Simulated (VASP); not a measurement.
# B (R-3m) in VASP: single point with PBEsol

Aim: the single point of B with PBEsol.

Everything below comes from runs of VASP 6.6.1. Logs are shortened: lines on timing, memory, paths and dates and some standing lists are left out, and cuts for length are marked.

### Step 1. Starting point

The structure is trigonal, space group R-3m (No. 166). The conventional cell has a = 4.898 Å, b = 4.898 Å, c = 12.524 Å, α = 90.00°, β = 90.00°, γ = 120.00°. Around B (site symmetry m) lie 6 B at 1.67 to 1.80 Å. Around B (site symmetry m) lie 7 B at 1.77 to 2.01 Å.

### Step 2. Single point, PBEsol

Contents of INCAR:

```
SYSTEM = B
PREC = Accurate ; ENCUT = 520
EDIFF = 1E-7 ; ISMEAR = 0
SIGMA = 0.02 ; LREAL = .FALSE.
LASPH = .TRUE. ; NELM = 60
ALGO = Fast ; ISIF = 2
LWAVE = .FALSE. ; LCHARG = .FALSE.
GGA = PS
```

Contents of KPOINTS:

```
Automatic mesh
0
G
  6 6 6
  0 0 0
```

Contents of POSCAR:

```
B
1.0
    2.4491963900      1.4140442000      4.1747204400
   -2.4491963900      1.4140442000      4.1747204400
    0.0000000000     -2.8280883900      4.1747204400
B
12
Direct
    0.0099700400      0.6542851200      0.0099700400
    0.0099700400      0.0099700400      0.6542851200
    0.6542851200      0.0099700400      0.0099700400
    0.3457148800      0.9900299600      0.9900299600
    0.9900299600      0.3457148800      0.9900299600
    0.9900299600      0.9900299600      0.3457148800
    0.2205655700      0.6316348300      0.2205655700
    0.2205655700      0.2205655700      0.6316348300
    0.6316348300      0.2205655700      0.2205655700
    0.3683651700      0.7794344300      0.7794344300
    0.7794344300      0.3683651700      0.7794344300
    0.7794344300      0.7794344300      0.3683651700
```

Potentials or basis: VASP PAW PBE potentials, release 64 (B).

Started as:

```sh
> cat potpaw_PBE.64/B/POTCAR > POTCAR
> mpirun -np 1 vasp_std > vasp.out
```

OUTCAR:

```text
SYSTEM = B
   PREC = Accurate
   ENCUT = 520
   EDIFF = 1E-7
   ISMEAR = 0
   LREAL = .FALSE.
   LASPH = .TRUE.
   NELM = 60
   ISIF = 2
   GGA = PS

 ion  position               nearest neighbor table
   1  0.010  0.654  0.010-   5 1.67   3 1.74   2 1.74   7 1.79  12 1.80  10 1.80
   2  0.010  0.010  0.654-   6 1.67   3 1.74   1 1.74   8 1.79  10 1.80  11 1.80
   3  0.654  0.010  0.010-   4 1.67   1 1.74   2 1.74   9 1.79  12 1.80  11 1.80
   4  0.346  0.990  0.990-   3 1.67   5 1.74   6 1.74  10 1.79   8 1.80   7 1.80
   5  0.990  0.346  0.990-   1 1.67   4 1.74   6 1.74  11 1.79   8 1.80   9 1.80
   6  0.990  0.990  0.346-   2 1.67   4 1.74   5 1.74  12 1.79   9 1.80   7 1.80
   7  0.221  0.632  0.221-  12 1.77  10 1.77   1 1.79   6 1.80   4 1.80   9 2.01   8 2.01
   8  0.221  0.221  0.632-  10 1.77  11 1.77   2 1.79   4 1.80   5 1.80   7 2.01   9 2.01
   9  0.632  0.221  0.221-  12 1.77  11 1.77   3 1.79   6 1.80   5 1.80   7 2.01   8 2.01
  10  0.368  0.779  0.779-   8 1.77   7 1.77   4 1.79   2 1.80   1 1.80  11 2.01  12 2.01
  11  0.779  0.368  0.779-   8 1.77   9 1.77   5 1.79   2 1.80   3 1.80  10 2.01  12 2.01
  12  0.779  0.779  0.368-   7 1.77   9 1.77   6 1.79   3 1.80   1 1.80  10 2.01  11 2.01

  LATTYP: Found a trigonal (rhomboedric) cell.
 ALAT       =     5.0424572094
 COS(alpha) =     0.5281621515

  Lattice vectors:

 A1 = (   2.4491963900,   1.4140442000,   4.1747204400)
 A2 = (  -2.4491963900,   1.4140442000,   4.1747204400)
 A3 = (   0.0000000000,  -2.8280883900,   4.1747204400)

Analysis of symmetry for initial positions (statically):
=====================================================================
 Subroutine PRICEL returns:
 Original cell was already a primitive cell.

 Routine SETGRP: Setting up the symmetry group for a
 trigonal (rhombohedral) supercell.

 Subroutine GETGRP returns: Found 12 space group operations
 (whereof 12 operations were pure point group operations)
 out of a pool of 12 trial point group operations.

The static configuration has the point symmetry D_3d.

Analysis of symmetry for dynamics (positions and initial velocities):
=====================================================================
 Subroutine PRICEL returns:
 Original cell was already a primitive cell.

 Routine SETGRP: Setting up the symmetry group for a
 trigonal (rhombohedral) supercell.

 Subroutine GETGRP returns: Found 12 space group operations
 (whereof 12 operations were pure point group operations)
 out of a pool of 12 trial point group operations.

The dynamic configuration has the point symmetry D_3d.

 Subroutine INISYM returns: Found 12 space group operations
 (whereof 12 operations are pure point group operations),
 and found     1 'primitive' translations

----------------------------------------------------------------------------------------

                                     Primitive cell

  volume of cell :      86.7492

  direct lattice vectors                    reciprocal lattice vectors
     2.449196390  1.414044200  4.174720440     0.204148594  0.117865246  0.079845666
    -2.449196390  1.414044200  4.174720440    -0.204148594  0.117865246  0.079845666
     0.000000000 -2.828088390  4.174720440     0.000000000 -0.235730491  0.079845666

  length of vectors
     5.042457209  5.042457209  5.042457208     0.248885908  0.248885908  0.248885908

  position of ions in fractional coordinates (direct lattice)
     0.009970040  0.654285120  0.009970040
     0.009970040  0.009970040  0.654285120
     0.654285120  0.009970040  0.009970040
     0.345714880  0.990029960  0.990029960
     0.990029960  0.345714880  0.990029960
     0.990029960  0.990029960  0.345714880
     0.220565570  0.631634830  0.220565570
     0.220565570  0.220565570  0.631634830
     0.631634830  0.220565570  0.220565570
     0.368365170  0.779434430  0.779434430
     0.779434430  0.368365170  0.779434430
     0.779434430  0.779434430  0.368365170

  ion indices of the primitive-cell ions
   primitive index   ion index
                 1           1
                 2           2
                 3           3
                 4           4
                 5           5
                 6           6
                 7           7
                 8           8
                 9           9
                10          10
                11          11
                12          12

----------------------------------------------------------------------------------------

 KPOINTS: Automatic mesh

Automatic generation of k-mesh.
 Grid dimensions read from file:
 generate k-points for:    6    6    6

 Generating k-lattice:

  Cartesian coordinates                     Fractional coordinates (reciprocal lattice)
     0.034024766  0.019644208  0.013307611     0.166666667  0.000000000 -0.000000000
    -0.034024766  0.019644208  0.013307611     0.000000000  0.166666667 -0.000000000
     0.000000000 -0.039288415  0.013307611    -0.000000000 -0.000000000  0.166666667

  Length of vectors
     0.041480985  0.041480985  0.041480985

  Shift w.r.t. Gamma in fractional coordinates (k-lattice)
     0.000000000  0.000000000  0.000000000

 Subroutine IBZKPT returns following result:
 ===========================================

 Found     32 irreducible k-points:

 Following reciprocal coordinates:
            Coordinates               Weight
  0.000000  0.000000  0.000000      1.000000
  0.166667  0.000000  0.000000      6.000000
  0.333333 -0.000000  0.000000      6.000000
  0.500000 -0.000000  0.000000      3.000000
  0.166667  0.166667  0.000000      6.000000
  0.333333  0.166667  0.000000     12.000000
[... 16 lines left out ...]
  0.500000  0.500000  0.166667      6.000000
 -0.333333  0.500000  0.166667     12.000000
 [... further k-points ...]
   k-points           NKPTS =     32   k-points in BZ     NKDIM =     32   number of bands    NBANDS=     25
   number of dos      NEDOS =    301   number of ions     NIONS =     12
   total plane-waves  NPLWV =  64000
   dimension x,y,z NGX =    40 NGY =   40 NGZ =   40
   dimension x,y,z NGXF=    80 NGYF=   80 NGZF=   80
   ions per type =              12
   NGX,Y,Z   is equivalent  to a cutoff of  13.19, 13.19, 13.19 a.u.
   NGXF,Y,Z  is equivalent  to a cutoff of  26.38, 26.38, 26.38 a.u.
 SYSTEM =  B
   PREC   = accura    normal or accurate (medium, high low for compatibility)
   ISTART =      0    job   : 0-new  1-cont  2-samecut
   ICHARG =      2    charge: 1-file 2-atom 10-const
   ISPIN  =      1    spin polarized calculation?
   LNONCOLLINEAR =      F non collinear calculations
   LSORBIT =      F    spin-orbit coupling
   LASPH  =      T    aspherical Exc in radial PAW
   ENCUT  =  520.0 eV  38.22 Ry    6.18 a.u.   9.38  9.38  9.38*2*pi/ulx,y,z
   NELM   =     60;   NELMIN=  2; NELMDL= -5     # of ELM steps
   EDIFF  = 0.1E-06   stopping-criterion for ELM
   LREAL  =      F    real-space projection
   EDIFFG = 0.1E-05   stopping-criterion for IOM
   NSW    =      0    number of steps for IOM
   IBRION =     -1    ionic relax: 0-MD 1-quasi-New 2-CG
   NFREE  =      0    steps in history (QN), initial steepest desc. (CG)
   ISIF   =      2    stress and relaxation
   ISYM   =      2    0-nonsym 1-usesym 2-fastsym
   POTIM  = 0.5000    time-step for ionic-motion
   TEBEG  =    0.0;   TEEND  =   0.0 temperature during run
   PSTRESS=    0.0 pullay stress
   NELECT =      36.0000    total number of electrons
   NUPDOWN=      -1.0000    fix difference up-down
   EMIN   =  10.00;   EMAX   =-10.00  energy-range for DOS
   EFERMI =   0.00;   METHOD = LEGACY
   ISMEAR =     0;   SIGMA  =   0.02  broadening in eV -4-tet -1-fermi 0-gaus
   EFERMI_NEDOS =   21; number of points for ismear=-14 and -15
   IALGO  =     68    algorithm
   IMIX   =      4    mixing-type and parameters
     AMIX     =   0.40;   BMIX     =  1.00
     AMIX_MAG =   1.60;   BMIX_MAG =  1.00
  volume/ion in A,a.u.               =       7.23        48.78
  Fermi-wavevector in a.u.,A,eV,Ry     =   1.221108  2.307559 20.287697  1.491104
  Thomas-Fermi vector in A             =   2.356301
   LORBIT       =      0    0 simple, 1 ext, 2 COOP (PROOUT), +10 PAW based schemes
   GGA     = PS    functional components
   LHFCALC =     F    Hartree Fock is set to
   AEXX    =    0.0000 exact exchange contribution
   IVDW    =     0    specifies the selected vdW correction
   LEPSILON=     F    determine dielectric tensor
   LRPA    =     F    only Hartree local field effects (RPA)
 non-spin polarized calculation
 RMM-DIIS sequential band-by-band and
 Gauss-broadening in eV      SIGMA  =   0.02
  energy-cutoff  :      520.00
  volume of cell :       86.75
 maximum number of plane-waves:      2360
 NGX is ok and might be reduce to    40
   NGX = 19   NGY = 19   NGZ = 19

 number of electron      36.0000000 magnetization

 Free energy of the ion-electron system (eV)
  ---------------------------------------------------
  ext. energy  EPLUGINS =         0.00000000
  ---------------------------------------------------
  free energy    TOTEN  =       -84.46371166 eV

  energy without entropy =      -84.46371166  energy(sigma->0) =      -84.46371166

 E-fermi :   5.9543     XC(G=0): -11.6682

 val. band max:        5.8548929645   @ k =   0.5000   0.5000   0.5000
 cond. band min:       7.3240361108   @ k =   0.0000   0.0000   0.0000
 fundamental gap:      1.4691431462
 Fermi energy:         5.9542887638

 k-point     1 :       0.0000    0.0000    0.0000
  band No.  band energies     occupation
      1     -10.3261      2.00000
      2      -4.5701      2.00000
      3      -4.3172      2.00000
      4      -4.3172      2.00000
      5      -3.2393      2.00000
      6      -2.5947      2.00000
[... 17 lines left out ...]
     24      12.2486      0.00000
     25      13.7410      0.00000

 k-point     2 :       0.1667    0.0000    0.0000
  band No.  band energies     occupation
      1     -10.1724      2.00000
      2      -5.4556      2.00000
      3      -4.6531      2.00000
      4      -4.5539      2.00000
      5      -3.0837      2.00000
      6      -2.4063      2.00000
[... 17 lines left out ...]
     24      12.6834      0.00000
     25      13.4325      0.00000

 k-point     3 :       0.3333   -0.0000    0.0000
  band No.  band energies     occupation
      1      -9.7665      2.00000
      2      -6.7788      2.00000
      3      -4.8588      2.00000
      4      -4.7849      2.00000
      5      -3.4953      2.00000
      6      -2.4094      2.00000
[... 17 lines left out ...]
     24      11.8218      0.00000
     25      13.1110      0.00000

 k-point     4 :       0.5000   -0.0000    0.0000
  band No.  band energies     occupation
      1      -9.4550      2.00000
      2      -7.4143      2.00000
      3      -4.9725      2.00000
      4      -4.8335      2.00000
      5      -3.6506      2.00000
      6      -2.5525      2.00000
[... 17 lines left out ...]
     24      11.4001      0.00000
     25      12.3117      0.00000
[... 477 lines left out ...]
 k-point    22 :      -0.1667    0.3333    0.1667
  band No.  band energies     occupation
      1      -9.4538      2.00000
      2      -6.8745      2.00000
      3      -6.0202      2.00000
      4      -5.1664      2.00000
      5      -2.8776      2.00000
      6      -2.3038      2.00000
[... 17 lines left out ...]
     24      11.4134      0.00000
     25      11.6680      0.00000

 k-point    23 :       0.5000    0.5000    0.1667
  band No.  band energies     occupation
      1      -9.4090      2.00000
      2      -6.7780      2.00000
      3      -5.9573      2.00000
      4      -5.2917      2.00000
      5      -3.9840      2.00000
      6      -2.5126      2.00000
[... 17 lines left out ...]
     24      10.8846      0.00000
     25      12.2059      0.00000

 k-point    24 :      -0.3333    0.5000    0.1667
  band No.  band energies     occupation
      1      -9.2165      2.00000
      2      -6.9984      2.00000
      3      -6.1759      2.00000
      4      -5.7165      2.00000
      5      -3.0337      2.00000
      6      -2.5223      2.00000
[... 17 lines left out ...]
     24      10.9609      0.00000
     25      11.4415      0.00000

 [... further k-points ...]

------------------------ aborting loop because EDIFF is reached ----------------------------------------

  FORCE on cell =-STRESS in cart. coord.  units (eV):
  Direction    XX          YY          ZZ          XY          YZ          ZX
  --------------------------------------------------------------------------------------
  -------------------------------------------------------------------------------------
  Total       -0.8931831     -0.8931831     -0.6610060      0.0000000     -0.0000000      0.0000000
  in kB      -16.4962736    -16.4962736    -12.2081754      0.0000000     -0.0000000      0.0000000
  external PRESSURE =     -15.0669075 kB  Pullay stress =       0.0000000 kB

 VOLUME and BASIS-vectors are now :
 -----------------------------------------------------------------------------
  energy-cutoff  :      520.00
  volume of cell :       86.75
      direct lattice vectors                 reciprocal lattice vectors
     2.449196390  1.414044200  4.174720440     0.204148594  0.117865246  0.079845666
    -2.449196390  1.414044200  4.174720440    -0.204148594  0.117865246  0.079845666
     0.000000000 -2.828088390  4.174720440     0.000000000 -0.235730491  0.079845666

 POSITION                                       TOTAL-FORCE (eV/Angst)
 -----------------------------------------------------------------------------------
     -1.57805      0.91109      2.81470         0.023635     -0.013646      0.066462
      0.00000     -1.82218      2.81470        -0.000000      0.027291      0.066462
      1.57805      0.91109      2.81470        -0.023635     -0.013646      0.066462
     -1.57805     -0.91109      9.70946         0.023635      0.013646     -0.066462
      1.57805     -0.91109      9.70946        -0.023635      0.013646     -0.066462
      0.00000      1.82218      9.70946        -0.000000     -0.027291     -0.066462
     -1.00679      0.58127      4.47850         0.142651     -0.082359      0.020587
      0.00000     -1.16254      4.47850        -0.000000      0.164719      0.020587
      1.00679      0.58127      4.47850        -0.142651     -0.082359      0.020587
     -1.00679     -0.58127      8.04566         0.142651      0.082359     -0.020587
      1.00679     -0.58127      8.04566        -0.142651      0.082359     -0.020587
      0.00000      1.16254      8.04566        -0.000000     -0.164719     -0.020587
 -----------------------------------------------------------------------------------
    total drift:                                0.000000     -0.000000     -0.000000

  FREE ENERGIE OF THE ION-ELECTRON SYSTEM (eV)
  ---------------------------------------------------
  free  energy   TOTEN  =       -84.4637116593 eV

  energy  without entropy=      -84.4637116593  energy(sigma->0) =      -84.46371166
```

Wall time 2.3 min (1 thread of Intel Xeon Platinum 8375C at 2.90GHz (Ice Lake), shared host); peak memory 0.25 GiB.

Results:

```
Free energy            : -84.4637 eV
Pressure               : -1.5 GPa
Largest force          : 0.166 eV/Å
Band gap on the k mesh : 1.47 eV, indirect (least direct gap 1.83 eV)
```

Forces in eV/Å, atoms in the order of the input:
```
B    0.024 -0.014  0.066
B    0.000  0.027  0.066
B   -0.024 -0.014  0.066
B    0.024  0.014 -0.066
B   -0.024  0.014 -0.066
B    0.000 -0.027 -0.066
B    0.143 -0.082  0.021
B    0.000  0.165  0.021
B   -0.143 -0.082  0.021
B    0.143  0.082 -0.021
B   -0.143  0.082 -0.021
B    0.000 -0.165 -0.021
```

Caveat: the PAW data sets were made with another functional, which shifts forces and pressure a little. A k mesh can miss the band edges.
